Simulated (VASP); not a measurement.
# SiC in VASP: relaxation of cell and atoms with PBE+D4

Aim: the relaxation of cell and atoms of SiC with PBE+D4.

Program: VASP 6.6.1. These are calculated values, not measurements. Logs are shortened: lines on timing, memory, paths and dates and some standing lists are left out, and cuts for length are marked.

## (1) Starting point

The cell holds a sheet with vacuum, 2 atoms: a = 3.090 Å, b = 3.090 Å, c = 16.000 Å, α = 90.00°, β = 90.00°, γ = 120.00°.

The cell was built by a generator and needn't be a form met in nature.

## (2) Relaxation of cell and atoms, PBE+D4

INCAR reads:

```
PREC = Accurate
ENCUT = 600
EDIFF = 1E-6
ISMEAR = 0
SIGMA = 0.03
LREAL = F
LASPH = T
NELM = 120
ALGO = Normal
ISIF = 3
LWAVE = F
LCHARG = F
GGA = PE
IVDW = 13
IBRION = 2
NSW = 60
EDIFFG = -0.005
LATTICE_CONSTRAINTS = .TRUE. .TRUE. .FALSE.
KPAR = 2
```

KPOINTS reads:

```
regular mesh
0
Gamma
  12 12 1
```

POSCAR reads:

```
SiC
1.0
    3.0900000000      0.0000000000      0.0000000000
   -1.5450000000      2.6760185000      0.0000000000
    0.0000000000      0.0000000000     16.0000000000
Si C
1 1
Direct
    0.3333330000      0.6666670000      0.5000000000
    0.6666670000      0.3333330000      0.5000000000
```

Potentials or basis: VASP PAW PBE potentials, release 64 (Si, C).

Started as:

```
$ cat potpaw_PBE.64/Si/POTCAR potpaw_PBE.64/C/POTCAR > POTCAR
$ mpirun -np 2 vasp_std > vasp.out
```

OUTCAR:

```text
PREC = Accurate
   ENCUT = 600
   EDIFF = 1E-6
   ISMEAR = 0
   LREAL = F
   LASPH = T
   NELM = 120
   ISIF = 3
   GGA = PE
   IVDW = 13
   IBRION = 2
   NSW = 60
   EDIFFG = -0.005

 ion  position               nearest neighbor table
   1  0.333  0.667  0.500-   2 1.78   2 1.78   2 1.78
   2  0.667  0.333  0.500-   1 1.78   1 1.78   1 1.78

  LATTYP: Found a hexagonal cell.
 ALAT       =     3.0900000000
 C/A-ratio  =     5.1779935275

  Lattice vectors:

 A1 = (   3.0900000000,   0.0000000000,   0.0000000000)
 A2 = (  -1.5450000000,   2.6760185000,   0.0000000000)
 A3 = (   0.0000000000,   0.0000000000,  16.0000000000)

Analysis of symmetry for initial positions (statically):
=====================================================================
 Subroutine PRICEL returns:
 Original cell was already a primitive cell.

 Routine SETGRP: Setting up the symmetry group for a
 hexagonal supercell.

 Subroutine GETGRP returns: Found 12 space group operations
 (whereof 12 operations were pure point group operations)
 out of a pool of 24 trial point group operations.

The static configuration has the point symmetry D_3h.

Analysis of symmetry for dynamics (positions and initial velocities):
=====================================================================
 Subroutine PRICEL returns:
 Original cell was already a primitive cell.

 Routine SETGRP: Setting up the symmetry group for a
 hexagonal supercell.

 Subroutine GETGRP returns: Found 12 space group operations
 (whereof 12 operations were pure point group operations)
 out of a pool of 24 trial point group operations.

The dynamic configuration has the point symmetry D_3h.

 Subroutine INISYM returns: Found 12 space group operations
 (whereof 12 operations are pure point group operations),
 and found     1 'primitive' translations

----------------------------------------------------------------------------------------

                                     Primitive cell

  volume of cell :     132.3024

  direct lattice vectors                    reciprocal lattice vectors
     3.090000000  0.000000000  0.000000000     0.323624595  0.186844747  0.000000000
    -1.545000000  2.676018500  0.000000000     0.000000000  0.373689494  0.000000000
     0.000000000  0.000000000 16.000000000     0.000000000  0.000000000  0.062500000

  length of vectors
     3.090000000  3.090000002 16.000000000     0.373689495  0.373689494  0.062500000

  position of ions in fractional coordinates (direct lattice)
     0.333333000  0.666667000  0.500000000
     0.666667000  0.333333000  0.500000000

  ion indices of the primitive-cell ions
   primitive index   ion index
                 1           1
                 2           2

----------------------------------------------------------------------------------------

 KPOINTS: regular mesh

Automatic generation of k-mesh.
 Grid dimensions read from file:
 generate k-points for:   12   12    1

 Generating k-lattice:

  Cartesian coordinates                     Fractional coordinates (reciprocal lattice)
     0.026968716  0.015570396  0.000000000     0.083333333  0.000000000  0.000000000
     0.000000000  0.031140791  0.000000000     0.000000000  0.083333333  0.000000000
     0.000000000  0.000000000  0.062500000     0.000000000  0.000000000  1.000000000

  Length of vectors
     0.031140791  0.031140791  0.062500000

  Shift w.r.t. Gamma in fractional coordinates (k-lattice)
     0.000000000  0.000000000  0.000000000

 Subroutine IBZKPT returns following result:
 ===========================================

 Found     19 irreducible k-points:

 Following reciprocal coordinates:
            Coordinates               Weight
  0.000000  0.000000  0.000000      1.000000
  0.083333  0.000000  0.000000      6.000000
  0.166667  0.000000  0.000000      6.000000
  0.250000  0.000000  0.000000      6.000000
  0.333333 -0.000000  0.000000      6.000000
  0.416667  0.000000  0.000000      6.000000
[... 11 lines left out ...]
  0.333333  0.250000  0.000000     12.000000
  0.333333  0.333333  0.000000      2.000000
   k-points           NKPTS =     19   k-points in BZ     NKDIM =     19   number of bands    NBANDS=      8
   number of dos      NEDOS =    301   number of ions     NIONS =      2
   total plane-waves  NPLWV = 100352
   dimension x,y,z NGX =    28 NGY =   28 NGZ =  128
   dimension x,y,z NGXF=    56 NGYF=   56 NGZF=  256
   ions per type =               1   1
   NGX,Y,Z   is equivalent  to a cutoff of  15.06, 15.06, 13.30 a.u.
   NGXF,Y,Z  is equivalent  to a cutoff of  30.13, 30.13, 26.60 a.u.
 SYSTEM =  unknown system
   PREC   = accura    normal or accurate (medium, high low for compatibility)
   ISTART =      0    job   : 0-new  1-cont  2-samecut
   ICHARG =      2    charge: 1-file 2-atom 10-const
   ISPIN  =      1    spin polarized calculation?
   LNONCOLLINEAR =      F non collinear calculations
   LSORBIT =      F    spin-orbit coupling
   LASPH  =      T    aspherical Exc in radial PAW
   ENCUT  =  600.0 eV  44.10 Ry    6.64 a.u.   6.17  6.17 31.96*2*pi/ulx,y,z
   NELM   =    120;   NELMIN=  2; NELMDL= -5     # of ELM steps
   EDIFF  = 0.1E-05   stopping-criterion for ELM
   LREAL  =      F    real-space projection
   EDIFFG = -.5E-02   stopping-criterion for IOM
   NSW    =     60    number of steps for IOM
   IBRION =      2    ionic relax: 0-MD 1-quasi-New 2-CG
   NFREE  =      1    steps in history (QN), initial steepest desc. (CG)
   ISIF   =      3    stress and relaxation
   ISYM   =      2    0-nonsym 1-usesym 2-fastsym
   POTIM  = 0.5000    time-step for ionic-motion
   TEBEG  =    0.0;   TEEND  =   0.0 temperature during run
   PSTRESS=    0.0 pullay stress
   NELECT =       8.0000    total number of electrons
   NUPDOWN=      -1.0000    fix difference up-down
   EMIN   =  10.00;   EMAX   =-10.00  energy-range for DOS
   EFERMI =   0.00;   METHOD = LEGACY
   ISMEAR =     0;   SIGMA  =   0.03  broadening in eV -4-tet -1-fermi 0-gaus
   EFERMI_NEDOS =   21; number of points for ismear=-14 and -15
   IALGO  =     38    algorithm
   IMIX   =      4    mixing-type and parameters
     AMIX     =   0.40;   BMIX     =  1.00
     AMIX_MAG =   1.60;   BMIX_MAG =  1.00
  volume/ion in A,a.u.               =      66.15       446.41
  Fermi-wavevector in a.u.,A,eV,Ry     =   0.642563  1.214268  5.617669  0.412887
  Thomas-Fermi vector in A             =   1.709274
   LORBIT       =      0    0 simple, 1 ext, 2 COOP (PROOUT), +10 PAW based schemes
   GGA     = PE    functional components
   LHFCALC =     F    Hartree Fock is set to
   AEXX    =    0.0000 exact exchange contribution
   IVDW    =    13    specifies the selected vdW correction
   LEPSILON=     F    determine dielectric tensor
   LRPA    =     F    only Hartree local field effects (RPA)
 conjugate gradient relaxation of ions
 non-spin polarized calculation
 Gauss-broadening in eV      SIGMA  =   0.03
  energy-cutoff  :      600.00
  volume of cell :      132.30
 maximum number of plane-waves:      4436
 NGX is ok and might be reduce to    28
   NGX = 13   NGY = 13   NGZ = 63

--------------------------------------- Ionic step        1  -------------------------------------------

 number of electron       8.0000000 magnetization

 Free energy of the ion-electron system (eV)
  ---------------------------------------------------
  ext. energy  EPLUGINS =         0.00000000
  ---------------------------------------------------
  free energy    TOTEN  =       -14.05445731 eV

  energy without entropy =      -14.05445731  energy(sigma->0) =      -14.05445731

------------------------ aborting loop because EDIFF is reached ----------------------------------------

  DFT-D4 for vdW energy calculation

  Edisp (eV):   -0.30816

  FORCE on cell =-STRESS in cart. coord.  units (eV):
  Direction    XX          YY          ZZ          XY          YZ          ZX
  --------------------------------------------------------------------------------------
  -------------------------------------------------------------------------------------
  Total       0.96670     0.96670    -0.01908     0.00000     0.00000     0.00000
  in kB      11.70673    11.70673    -0.23107     0.00000     0.00000     0.00000
  external pressure =        7.73 kB  Pullay stress =        0.00 kB

 VOLUME and BASIS-vectors are now :
 -----------------------------------------------------------------------------
  energy-cutoff  :      600.00
  volume of cell :      132.30
      direct lattice vectors                 reciprocal lattice vectors
     3.090000000  0.000000000  0.000000000     0.323624595  0.186844747  0.000000000
    -1.545000000  2.676018500  0.000000000     0.000000000  0.373689494  0.000000000
     0.000000000  0.000000000 16.000000000     0.000000000  0.000000000  0.062500000
[... 81 lines left out ...]
 POSITION                                       TOTAL-FORCE (eV/Angst)
 -----------------------------------------------------------------------------------
     -0.00000      1.79915      8.00000        -0.000000      0.000000      0.000000
      1.55811      0.89957      8.00000         0.000000      0.000000      0.000000
 -----------------------------------------------------------------------------------
    total drift:                               -0.000563      0.000325      0.000000

  FREE ENERGIE OF THE ION-ELECTRON SYSTEM (eV)
  ---------------------------------------------------
  free  energy   TOTEN  =       -14.3721400167 eV

  energy  without entropy=      -14.3721400167  energy(sigma->0) =      -14.37214002

--------------------------------------- Ionic step        4  -------------------------------------------

 number of electron       8.0000000 magnetization

 Free energy of the ion-electron system (eV)
  ---------------------------------------------------
  ext. energy  EPLUGINS =         0.00000000
  ---------------------------------------------------
  free energy    TOTEN  =       -14.04911934 eV

  energy without entropy =      -14.04911934  energy(sigma->0) =      -14.04911934

 E-fermi :  -2.8394     XC(G=0):  -2.7121

 val. band max:       -2.9911491506   @ k =   0.3333   0.3333   0.0000
 cond. band min:      -0.5059171747   @ k =   0.3333   0.3333   0.0000
 fundamental gap:      2.4852319759
 Fermi energy:        -2.8393538549

 k-point     1 :       0.0000    0.0000    0.0000
  band No.  band energies     occupation
      1     -16.5958      2.00000
      2      -6.6998      2.00000
      3      -4.3533      2.00000
      4      -4.3532      2.00000
      5       0.0381      0.00000
      6       1.8083      0.00000
      7       2.0844      0.00000
      8       3.1791      0.00000

 k-point     2 :       0.0833    0.0000    0.0000
  band No.  band energies     occupation
      1     -16.4835      2.00000
      2      -6.5820      2.00000
      3      -4.8563      2.00000
      4      -4.4873      2.00000
      5       0.2334      0.00000
      6       1.9326      0.00000
      7       2.2409      0.00000
      8       3.3393      0.00000
[... 211 lines left out ...]
 POSITION                                       TOTAL-FORCE (eV/Angst)
 -----------------------------------------------------------------------------------
     -0.00000      1.79973      8.00000        -0.000000     -0.000000      0.000000
      1.55861      0.89986      8.00000         0.000000      0.000000      0.000000
 -----------------------------------------------------------------------------------
    total drift:                               -0.000563      0.000325      0.000000

  FREE ENERGIE OF THE ION-ELECTRON SYSTEM (eV)
  ---------------------------------------------------
  free  energy   TOTEN  =       -14.3721632732 eV

  energy  without entropy=      -14.3721632732  energy(sigma->0) =      -14.37216327

 reached required accuracy - stopping structural energy minimisation
```

It took 81 s on 2 MPI ranks of Intel Xeon Platinum 8259CL at 2.50GHz (Skylake/Cascade Lake), shared host; peak memory 0.3 GiB.

What came out:

```
Free energy                            : -14.3722 eV
Relaxed volume                         : 67.32 Å³/atom
Relaxed cell                           : a = 3.117 Å, b = 3.117 Å, c = 16.000 Å, α = 90.00°, β = 90.00°, γ = 120.00°
Space group after relaxing (to 0.05 Å) : P-6m2 (No. 187)
Energy gained by relaxing              : 4.8 meV/atom
Ionic steps                            : 4
Band gap on the k mesh                 : 2.49 eV, direct
Dispersion energy per atom             : -0.162 eV
```

Step by step:
```tsv
step	energy change (eV)	largest force (eV/Å)	pressure (GPa)	volume (Å³)
1	0.0000	0.0000	0.77	132.30
2	0.0238	0.0000	-1.79	138.54
3	-0.0095	0.0000	0.03	134.56
4	-0.0095	0.0000	0.00	134.64
```

Final structure:
```
Si C
1.0
     3.11722    0.00000    0.00000
    -1.55861    2.69959    0.00000
     0.00000    0.00000   16.00000
Si C
1 1
Direct
  0.33333 0.66667 0.50000
  0.66667 0.33333 0.50000
```

As with any semilocal functional, this PBE gap is likely too small.
